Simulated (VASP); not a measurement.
# P (Imma) in VASP: single point with PBE+D3(BJ)

Aim: the single point of P with PBE+D3(BJ).

Program: VASP 6.6.1. These are calculated values, not measurements. Logs are shortened: lines on timing, memory, paths and dates and some standing lists are left out, and cuts for length are marked.

## 1. The crystal as given

It takes space group Imma (No. 74, orthorhombic). Conventional cell: a = 3.383 Å, b = 5.030 Å, c = 3.718 Å, α = 90.00°, β = 90.00°, γ = 90.00°. P (site symmetry mm2) is surrounded by 4 P at 2.24 to 2.55 Å.

This isn't the form of P at room conditions, which is orthorhombic.

## 2. Single point, PBE+D3(BJ)

File INCAR:

```
SYSTEM = P
PREC     = Accurate       ! precision mode
ENCUT    = 520            ! plane-wave cutoff, eV
EDIFF    = 1E-7           ! SCF threshold, eV
ISMEAR   = 0              ! smearing method
SIGMA    = 0.1            ! smearing width, eV
LREAL    = .False.        ! projectors in reciprocal space
LASPH    = .True.         ! aspherical terms in the spheres
NELM     = 80             ! most SCF steps
ALGO     = Normal         ! electronic algorithm
ISIF     = 2              ! what is computed and relaxed
LWAVE    = .False.        ! write WAVECAR
LCHARG   = .False.        ! write CHGCAR
GGA      = PE             ! functional
IVDW     = 12             ! dispersion correction
NBANDS   = 12             ! bands
```

File KPOINTS:

```
Automatic mesh
0
Gamma
  8 8 8
  0 0 0
```

File POSCAR:

```
P
1.0
   -1.6915100431      2.5151650373      1.8589441358
    1.6915100431     -2.5151650373      1.8589441358
    1.6915100431      2.5151650373     -1.8589441358
P
2
Direct
    0.8033091100      0.0533091100      0.7500000000
    0.1966908900      0.9466908900      0.2500000000
```

Potentials or basis: VASP PAW PBE potentials, release 64 (P).

Command:

```sh
> cat potpaw_PBE.64/P/POTCAR > POTCAR
> mpirun -np 1 vasp_std > vasp.out
```

OUTCAR:

```text
SYSTEM = P
   PREC = Accurate
   ENCUT = 520
   EDIFF = 1E-7
   ISMEAR = 0
   LREAL = .False.
   LASPH = .True.
   NELM = 80
   ISIF = 2
   GGA = PE
   IVDW = 12
 IVDW          = 12

 ion  position               nearest neighbor table
   1  0.803  0.053  0.750-   2 2.24   2 2.24   2 2.55   2 2.55   2 2.82   2 2.82
   2  0.197  0.947  0.250-   1 2.24   1 2.24   1 2.55   1 2.55   1 2.82   1 2.82

  LATTYP: Found a body centered orthorhombic cell.
 ALAT       =     3.3830200862
 B/A-ratio  =     1.0989849829
 C/A-ratio  =     1.4869347348

  Lattice vectors:

 A1 = (   1.6915100431,  -2.5151650373,  -1.8589441358)
 A2 = (  -1.6915100431,  -2.5151650373,   1.8589441358)
 A3 = (  -1.6915100431,   2.5151650373,  -1.8589441358)

Analysis of symmetry for initial positions (statically):
=====================================================================
 Subroutine PRICEL returns:
 Original cell was already a primitive cell.

 Routine SETGRP: Setting up the symmetry group for a
 body centered orthorhombic supercell.

 Subroutine GETGRP returns: Found  8 space group operations
 (whereof  4 operations were pure point group operations)
 out of a pool of  8 trial point group operations.

The static configuration has the point symmetry C_2h.
 The point group associated with its full space group is D_2h.

Analysis of symmetry for dynamics (positions and initial velocities):
=====================================================================
 Subroutine PRICEL returns:
 Original cell was already a primitive cell.

 Routine SETGRP: Setting up the symmetry group for a
 body centered orthorhombic supercell.

 Subroutine GETGRP returns: Found  8 space group operations
 (whereof  4 operations were pure point group operations)
 out of a pool of  8 trial point group operations.

The dynamic configuration has the point symmetry C_2h.
 The point group associated with its full space group is D_2h.

 Subroutine INISYM returns: Found  8 space group operations
 (whereof  4 operations are pure point group operations),
 and found     1 'primitive' translations

----------------------------------------------------------------------------------------

                                     Primitive cell

  volume of cell :      31.6350

  direct lattice vectors                    reciprocal lattice vectors
    -1.691510043  2.515165037  1.858944136     0.000000000  0.198794112  0.268969890
     1.691510043 -2.515165037  1.858944136     0.295593870  0.000000000  0.268969890
     1.691510043  2.515165037 -1.858944136     0.295593870  0.198794112  0.000000000

  length of vectors
     3.555690466  3.555690466  3.555690466     0.334460612  0.399650520  0.356223013

  position of ions in fractional coordinates (direct lattice)
     0.803309110  0.053309110  0.750000000
     0.196690890  0.946690890  0.250000000

  ion indices of the primitive-cell ions
   primitive index   ion index
                 1           1
                 2           2

----------------------------------------------------------------------------------------

 KPOINTS: Automatic mesh

Automatic generation of k-mesh.
 Grid dimensions read from file:
 generate k-points for:    8    8    8

 Generating k-lattice:

  Cartesian coordinates                     Fractional coordinates (reciprocal lattice)
     0.000000000  0.024849264  0.033621236     0.125000000  0.000000000  0.000000000
     0.036949234  0.000000000  0.033621236    -0.000000000  0.125000000  0.000000000
     0.036949234  0.024849264  0.000000000    -0.000000000  0.000000000  0.125000000

  Length of vectors
     0.041807576  0.049956315  0.044527877

  Shift w.r.t. Gamma in fractional coordinates (k-lattice)
     0.000000000  0.000000000  0.000000000

 Subroutine IBZKPT returns following result:
 ===========================================

 Found     95 irreducible k-points:

 Following reciprocal coordinates:
            Coordinates               Weight
  0.000000  0.000000  0.000000      1.000000
  0.125000  0.000000  0.000000      4.000000
  0.250000  0.000000  0.000000      4.000000
  0.375000 -0.000000  0.000000      4.000000
  0.500000  0.000000  0.000000      2.000000
 -0.000000  0.125000  0.000000      4.000000
[... 16 lines left out ...]
  0.125000  0.375000  0.000000      8.000000
  0.250000  0.375000 -0.000000      8.000000
 [... further k-points ...]
   k-points           NKPTS =     95   k-points in BZ     NKDIM =     95   number of bands    NBANDS=     12
   number of dos      NEDOS =    301   number of ions     NIONS =      2
   total plane-waves  NPLWV =  21952
   dimension x,y,z NGX =    28 NGY =   28 NGZ =   28
   dimension x,y,z NGXF=    56 NGYF=   56 NGZF=   56
   ions per type =               2
   NGX,Y,Z   is equivalent  to a cutoff of  13.09, 13.09, 13.09 a.u.
   NGXF,Y,Z  is equivalent  to a cutoff of  26.18, 26.18, 26.18 a.u.
 SYSTEM =  P
   PREC   = accura    normal or accurate (medium, high low for compatibility)
   ISTART =      0    job   : 0-new  1-cont  2-samecut
   ICHARG =      2    charge: 1-file 2-atom 10-const
   ISPIN  =      1    spin polarized calculation?
   LNONCOLLINEAR =      F non collinear calculations
   LSORBIT =      F    spin-orbit coupling
   LASPH  =      T    aspherical Exc in radial PAW
   ENCUT  =  520.0 eV  38.22 Ry    6.18 a.u.   6.61  6.61  6.61*2*pi/ulx,y,z
   NELM   =     80;   NELMIN=  2; NELMDL= -5     # of ELM steps
   EDIFF  = 0.1E-06   stopping-criterion for ELM
   LREAL  =      F    real-space projection
   EDIFFG = 0.1E-05   stopping-criterion for IOM
   NSW    =      0    number of steps for IOM
   IBRION =     -1    ionic relax: 0-MD 1-quasi-New 2-CG
   NFREE  =      0    steps in history (QN), initial steepest desc. (CG)
   ISIF   =      2    stress and relaxation
   ISYM   =      2    0-nonsym 1-usesym 2-fastsym
   POTIM  = 0.5000    time-step for ionic-motion
   TEBEG  =    0.0;   TEEND  =   0.0 temperature during run
   PSTRESS=    0.0 pullay stress
   NELECT =      10.0000    total number of electrons
   NUPDOWN=      -1.0000    fix difference up-down
   EMIN   =  10.00;   EMAX   =-10.00  energy-range for DOS
   EFERMI =   0.00;   METHOD = LEGACY
   ISMEAR =     0;   SIGMA  =   0.10  broadening in eV -4-tet -1-fermi 0-gaus
   EFERMI_NEDOS =   21; number of points for ismear=-14 and -15
   IALGO  =     38    algorithm
   IMIX   =      4    mixing-type and parameters
     AMIX     =   0.40;   BMIX     =  1.00
     AMIX_MAG =   1.60;   BMIX_MAG =  1.00
  volume/ion in A,a.u.               =      15.82       106.74
  Fermi-wavevector in a.u.,A,eV,Ry     =   1.115199  2.107421 16.921141  1.243669
  Thomas-Fermi vector in A             =   2.251801
   LORBIT       =      0    0 simple, 1 ext, 2 COOP (PROOUT), +10 PAW based schemes
   GGA     = PE    functional components
   LHFCALC =     F    Hartree Fock is set to
   AEXX    =    0.0000 exact exchange contribution
   IVDW    =    12    specifies the selected vdW correction
   LEPSILON=     F    determine dielectric tensor
   LRPA    =     F    only Hartree local field effects (RPA)
 non-spin polarized calculation
 Gauss-broadening in eV      SIGMA  =   0.10
  energy-cutoff  :      520.00
  volume of cell :       31.63
 maximum number of plane-waves:       868
 NGX is ok and might be reduce to    28
   NGX = 13   NGY = 13   NGZ = 13

 number of electron      10.0000000 magnetization

 number of electron       9.9999999 magnetization

 Free energy of the ion-electron system (eV)
  ---------------------------------------------------
  ext. energy  EPLUGINS =         0.00000000
  ---------------------------------------------------
  free energy    TOTEN  =       -10.63259552 eV

  energy without entropy =      -10.63159448  energy(sigma->0) =      -10.63209500

 E-fermi :   9.1005     XC(G=0): -10.8524

 val. band max:        9.0711229666   @ k =   0.2500   0.2500   0.2500
 cond. band min:       9.1324847386   @ k =   0.5000   0.5000   0.5000
 fundamental gap:      0.0613617721
 Fermi energy:         9.1004704197

 k-point     1 :       0.0000    0.0000    0.0000
  band No.  band energies     occupation
      1      -7.4208      2.00000
      2       5.8757      2.00000
      3       5.9229      2.00000
      4       6.1326      2.00000
      5       6.7959      2.00000
      6      10.4452      0.00000
      7      11.3793      0.00000
      8      13.1505      0.00000
      9      14.1647      0.00000
     10      15.4549      0.00000
     11      15.8346      0.00000
     12      16.0160      0.00000

 k-point     2 :       0.1250    0.0000    0.0000
  band No.  band energies     occupation
      1      -7.2014      2.00000
      2       3.5699      2.00000
      3       6.0581      2.00000
      4       6.4878      2.00000
      5       7.7794      2.00000
      6      10.8046      0.00000
      7      11.1549      0.00000
      8      12.2650      0.00000
      9      14.3439      0.00000
     10      14.6173      0.00000
     11      15.5639      0.00000
     12      17.9131      0.00000

 k-point     3 :       0.2500    0.0000    0.0000
  band No.  band energies     occupation
      1      -6.5611      2.00000
      2       1.1055      2.00000
      3       5.9060      2.00000
      4       6.5227      2.00000
      5       8.3337      2.00000
      6      10.1371      0.00000
      7      10.9823      0.00000
      8      11.2839      0.00000
      9      15.1850      0.00000
     10      15.5448      0.00000
     11      15.9824      0.00000
     12      20.5369      0.00000

 k-point     4 :       0.3750   -0.0000    0.0000
  band No.  band energies     occupation
      1      -5.5986      2.00000
      2      -1.0292      2.00000
      3       5.7878      2.00000
      4       6.7698      2.00000
      5       8.0325      2.00000
      6       9.4993      0.00000
      7      10.0963      0.00000
      8      11.0428      0.00000
      9      16.6162      0.00000
     10      17.3398      0.00000
     11      18.0236      0.00000
     12      22.1696      0.00000

 k-point     5 :       0.5000    0.0000    0.0000
  band No.  band energies     occupation
      1      -4.9075      2.00000
      2      -2.1215      2.00000
      3       5.7479      2.00000
      4       7.2258      2.00000
      5       7.4067      2.00000
      6       9.3956      0.00003
      7       9.7838      0.00000
      8      10.8572      0.00000
      9      18.0639      0.00000
     10      18.4625      0.00000
     11      19.8355      0.00000
     12      21.0652      0.00000
[... 228 lines left out ...]
      1      -6.4681      2.00000
      2       1.9829      2.00000
      3       4.8940      2.00000
      4       5.8887      2.00000
      5       7.4701      2.00000
      6      10.5479      0.00000
      7      10.8655      0.00000
      8      12.6244      0.00000
      9      13.7405      0.00000
     10      15.7405      0.00000
     11      16.2653      0.00000
     12      19.0049      0.00000

 k-point    22 :       0.0000    0.3750   -0.0000
  band No.  band energies     occupation
      1      -4.6565      2.00000
      2       0.1866      2.00000
      3       2.9596      2.00000
      4       4.1217      2.00000
      5       4.2034      2.00000
      6       9.6614      0.00000
      7      15.1533      0.00000
      8      15.4528      0.00000
      9      15.8983      0.00000
     10      17.6292      0.00000
     11      20.7512      0.00000
     12      21.4764      0.00000

 k-point    23 :       0.1250    0.3750    0.0000
  band No.  band energies     occupation
      1      -3.8724      2.00000
      2      -0.6348      2.00000
      3       1.6958      2.00000
      4       3.9619      2.00000
      5       4.6878      2.00000
      6      10.2662      0.00000
      7      14.4636      0.00000
      8      15.4531      0.00000
      9      17.1523      0.00000
     10      19.4709      0.00000
     11      20.4096      0.00000
     12      20.6244      0.00000

 k-point    24 :       0.2500    0.3750   -0.0000
  band No.  band energies     occupation
      1      -3.1955      2.00000
      2      -1.6762      2.00000
      3       1.2324      2.00000
      4       4.2884      2.00000
      5       5.4543      2.00000
      6      11.8029      0.00000
      7      12.6909      0.00000
      8      14.7290      0.00000
      9      16.9506      0.00000
     10      17.8447      0.00000
     11      19.4612      0.00000
     12      22.2254      0.00000

 [... further k-points ...]

------------------------ aborting loop because EDIFF is reached ----------------------------------------

 Edisp (eV)   -0.89356

 E8    (eV) :    -0.3387

  FORCE on cell =-STRESS in cart. coord.  units (eV):
  Direction    XX          YY          ZZ          XY          YZ          ZX
  --------------------------------------------------------------------------------------
  -------------------------------------------------------------------------------------
  Total      -0.34767    -0.44904    -0.48798     0.00000     0.00000     0.00000
  in kB     -17.60817   -22.74209   -24.71393     0.00000     0.00000     0.00000
  external pressure =      -21.69 kB  Pullay stress =        0.00 kB

 VOLUME and BASIS-vectors are now :
 -----------------------------------------------------------------------------
  energy-cutoff  :      520.00
  volume of cell :       31.63
      direct lattice vectors                 reciprocal lattice vectors
    -1.691510043  2.515165037  1.858944136     0.000000000  0.198794112  0.268969890
     1.691510043 -2.515165037  1.858944136     0.295593870  0.000000000  0.268969890
     1.691510043  2.515165037 -1.858944136     0.295593870  0.198794112  0.000000000

 POSITION                                       TOTAL-FORCE (eV/Angst)
 -----------------------------------------------------------------------------------
      0.00000      3.77275      0.19820        -0.000000     -0.000000     -0.302505
      1.69151     -1.25758      1.66075         0.000000      0.000000      0.302505
 -----------------------------------------------------------------------------------
    total drift:                                0.000000     -0.000000     -0.000000

  FREE ENERGIE OF THE ION-ELECTRON SYSTEM (eV)
  ---------------------------------------------------
  free  energy   TOTEN  =       -11.5261573453 eV

  energy  without entropy=      -11.5251563087  energy(sigma->0) =      -11.52565683
```

Run time: 28 s. Hardware: 1 thread of AMD EPYC 7R43 (Zen 3), shared host; peak memory 0.14 GiB.

What came out:

```yaml
Free_energy: -11.5262 eV
Pressure: -2.2 GPa
Largest_force: 0.303 eV/Å
Band_gap_on_the_k_mesh: none (metal or under the smearing width)
Dispersion_energy_per_atom: -0.447 eV
```

Forces on the atoms (eV/Å):
```
P    0.000  0.000 -0.303
P    0.000  0.000  0.303
```

Levels at points of the mesh, in eV from the Fermi level:
```csv
k point,band 3,band 4,band 5,band 6,band 7,band 8
"(0.00, 0.00, 0.00)",-3.18,-2.97,-2.30,1.34,2.28,4.05
"(0.50, 0.00, 0.00)",-3.35,-1.87,-1.69,0.30,0.68,1.76
"(0.00, 0.50, 0.00)",-6.58,-5.56,-5.26,0.27,6.75,7.05
"(0.50, 0.50, 0.00)",-3.51,-3.51,-0.17,-0.17,0.12,0.12
"(0.50, 0.50, 0.50)",-7.99,-5.38,-5.22,0.03,6.49,8.36
```

Caveat: pairwise dispersion overbinds metals, which lowers pressure and volume.
